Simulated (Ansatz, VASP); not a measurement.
# Two plane-wave programs on Fe3Ge

```
CELL_PARAMETERS angstrom
3.55118 0.00000 0.00000
0.00000 3.55118 0.00000
0.00000 0.00000 3.55118
ATOMIC_POSITIONS crystal
Fe 0.00000 0.50000 0.50000
Fe 0.50000 0.50000 0.00000
Fe 0.50000 0.00000 0.50000
Ge 0.00000 0.00000 0.00000
```

Alike in both runs: functional PBEsol; dispersion D3(BJ); k mesh 6 × 6 × 6; occupations fermi-dirac, width 0.1 eV; collinear spin.

Ansatz relaxed the structure, and its values are those at the end. VASP's run is a single point on that final structure, the one shown.

|  | VASP | Ansatz |
| --- | --- | --- |
| version | VASP 6.6.1 | Ansatz 0.2.0 |
| potentials or method | VASP PAW PBE potentials, release 64 (Fe, Ge_d) | plane waves, PAW |
| plane-wave cutoff (eV) | 520 | 450 |
| valence electrons in the cell | 38 | 62 |

VASP gave:

| Quantity | Value |
| --- | --- |
| pressure (GPa) | 0.3 |
| net moment per atom (μB) | 1.51 |
| size of the moment on the site where the two differ most (μB) | 0.12 |
| dispersion energy (meV/atom) | -385.7 |

Which values does Ansatz return?

Pressure (GPa): 0.0; net moment per atom (μB): 1.51; size of the moment on the site where the two differ most (μB): 0.09; dispersion energy (meV/atom): -385.8.

Site moments also hang on the region over which each program counts them. The two sets of potentials don't hold the same shells in valence. Ansatz warned: «given_moment_on_shells».

Caveats: the PAW data sets were made with another functional, which shifts forces and pressure a little (VASP); pairwise dispersion overbinds metals, which lowers pressure and volume.
